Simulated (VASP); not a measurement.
# Ir, energy difference of two geometries: which settings are enough?

Ir, P6_3/mmc (no. 194), 2 atoms in the cell. LDA, energy difference of two geometries; PAW potentials Ir (LDA set). VASP 6.6.1.

Wanted: energy difference within 0.125 meV/atom.

What the run is for: energy difference; Accuracy asked: tight; Second geometry: volume scaled by 0.96.

The series start from Plane-wave cutoff (eV): 270; Smearing width (eV): 0.03; k-point mesh: 15 × 15 × 8; Precision mode (PREC): Accurate; Electronic threshold (eV): 1e-6; Aspherical gradient terms in the spheres (LASPH): yes. Each series keeps the choices made before it, and each single choice may use up half of a tolerance. Times cover all steps of a run.

## Plane-wave cutoff (eV)

| Plane-wave cutoff (eV) | Energy difference (meV/atom) | Time (s) |
|---|---|---|
| 170 | -66.55 | 6.6 |
| 210 | -33.90 | 10 |
| 240 | -33.01 | 10 |
| 270 | -33.24 | 10 |
| 320 | -32.76 | 13 |
| 370 | -32.70 | 20 |
| 440 | -32.72 | 24 |
| 550 | -32.70 | 29 |
| 600 (reference) | -32.71 | 30 |

Chosen: 320, the loosest value from which every tighter one stays within half of the tolerance.

## Smearing width (eV)

| Smearing width (eV) | Energy difference (meV/atom) | Time (s) |
|---|---|---|
| 0.15 | -33.06 | 13 |
| 0.1 | -33.01 | 13 |
| 0.07 | -32.92 | 13 |
| 0.05 | -32.85 | 13 |
| 0.03 | -32.76 | 13 |
| 0.02 (reference) | -32.73 | 13 |

Chosen: 0.03.

## k-point mesh

| k-point mesh | Energy difference (meV/atom) | Time (s) |
|---|---|---|
| 5 × 5 × 3 | -28.47 | 2.4 |
| 6 × 6 × 4 | -33.16 | 3.6 |
| 8 × 8 × 5 | -29.30 | 4.5 |
| 10 × 10 × 6 | -32.38 | 6.2 |
| 12 × 12 × 7 | -33.55 | 8.0 |
| 15 × 15 × 8 | -32.76 | 13 |
| 18 × 18 × 10 | -33.05 | 20 |
| 22 × 22 × 12 | -33.04 | 34 |
| 26 × 26 × 14 (reference) | -33.02 | 49 |

Chosen: 18 × 18 × 10.

## Precision mode (PREC)

| Precision mode (PREC) | Energy difference (meV/atom) | Time (s) |
|---|---|---|
| SingleN | -32.95 | 13 |
| Normal | -33.05 | 13 |
| Single | -33.09 | 20 |
| Accurate (reference) | -33.05 | 20 |

Chosen: Normal.

## Electronic threshold (eV)

| Electronic threshold (eV) | Energy difference (meV/atom) | Time (s) |
|---|---|---|
| 0.001 | -33.05 | 11 |
| 0.0001 | -33.05 | 11 |
| 1e-5 | -33.05 | 11 |
| 1e-6 | -33.05 | 13 |
| 1e-7 | -33.05 | 13 |
| 1e-8 (reference) | -33.05 | 14 |

Chosen: 0.001.

## Aspherical gradient terms in the spheres (LASPH)

| Aspherical gradient terms in the spheres (LASPH) | Energy difference (meV/atom) | Time (s) |
|---|---|---|
| yes | -33.05 | 11 |
| no | -33.05 | 10 |

Chosen: yes; no other choice that stays within half of the tolerance saves 30 % of the time.

## All choices together

| Input | Energy difference (meV/atom) | Time (s) |
|---|---|---|
| the program's defaults (naive) | -33.60 | 1.4 |
| chosen settings | -33.05 | 11 |
| reference settings throughout | -32.97 | 127 |

The tolerance is met.

## The input

INCAR:
```
  ALGO = Normal
  EDIFF = 0.001
  ENCUT = 320
  GGA = CA
  GGA_COMPAT = F
  ISIF = 2
  ISMEAR = -1
  LASPH = T
  LCHARG = F
  LREAL = F
  LWAVE = F
  NELM = 120
  PREC = Normal
  SIGMA = 0.03
```

KPOINTS:
```
Automatic mesh
0
Gamma
  18 18 10
  0 0 0
```

POSCAR.step1:
```
Ir
1.0
    2.7513778946      0.0000000000      0.0000000000
   -1.3756889473      2.3827631521      0.0000000000
    0.0000000000      0.0000000000      4.4622900000
Ir
2
Direct
    0.3333333333      0.6666666667      0.2500000000
    0.6666666667      0.3333333333      0.7500000000
```

POSCAR.step2:
```
Ir
1.0
    2.7141925539      0.0000000000      0.0000000000
   -1.3570962769      2.3505597024      0.0000000000
    0.0000000000      0.0000000000      4.4019813909
Ir
2
Direct
    0.3333333333      0.6666666667      0.2500000000
    0.6666666667      0.3333333333      0.7500000000
```

Commands (each step's output is kept before the next begins):
```
cat potpaw_LDA.64/Ir/POTCAR > POTCAR
cp POSCAR.step1 POSCAR
mpirun -np 1 vasp_std > vasp.out
cp POSCAR.step2 POSCAR
mpirun -np 1 vasp_std > vasp.out
```

The chosen input took VASP 6.6.1 11 s on 1 core (Intel Xeon 6975P-C (Granite Rapids)), a shared host.

## An input that fails: too few electronic steps

The electronic loop stops at its limit of 7 steps.

Changes against the starting input:
```
- NELM = 120
+ NELM = 7
```
